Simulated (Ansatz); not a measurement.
Something may be wrong with this Ansatz 0.2.0 calculation of Mo.

Contents of input.yaml:

```yaml
crystal:
  lattice:
    - [2.8244807, -0.01805164, -0.0483609]
    - [-1.42787353, 2.31754618, 0.01455227]
    - [-0.04517286, -0.01038477, 2.53733083]
  atoms:
    - { symbol: Mo, position: [0.0, 0.0, 0.5], spin: 2.0 }
hamiltonian:
  xc: pbesol
  pseudopotentials: { kind: paw }
kpoints:
  mp_grid: { grid: [11, 11, 10] }
  band_path:
    path:
      - [[0.0, 0.0, 0.5], [0.0, 0.0, 0.0], [-0.5, 0.5, 0.0]]
      - [[-0.5, 0.5, 0.5], [0.0, 0.0, 0.0], [0.0, -0.5, 0.0]]
      - [[0.0, -0.5, 0.5], [0.0, 0.0, 0.0], [-0.5, 0.0, 0.0]]
      - [[-0.5, 0.0, 0.5], [0.0, 0.0, 0.0]]
    npoints: 14
scf:
  occupations: { method: fermi_dirac, width: 0.05 }
  n_extra_bands: 6
  max_iter: 50
output:
  forces: true
  stress: true
  eigenvalues: true
  fatbands: false
```

Potentials or basis: Ansatz PAW.

The run is started by

```console
$ ansatz run input.yaml --threads 2 --pin off --max-ram 5632MiB --backend cpu --events-out ev --progress --plain --runs-dir out
```

Output:

```text
Error: inconsistent input (magnetization.spin_polarized): false but per-atom `spin:`, `per_species`, `initial_magnetization`, `magnetic_field`, or `spin_locking` is set
```

How did it end, and where is the flaw?

The program refused the input. The input holds a flaw that was put in on purpose: a moment without spin polarisation (magnetization = left out; crystal.atoms[0].spin = 2).

A sound run on the same cell differs in these lines of the main input:
```diff
@@ -7 +7 @@
-    - { symbol: Mo, position: [0.0, 0.0, 0.5], spin: 2.0 }
+    - { symbol: Mo, position: [0.0, 0.0, 0.5] }
@@ -23 +22,0 @@
-  max_iter: 50
@@ -28 +27 @@
-  fatbands: false
+  fatbands: true
```
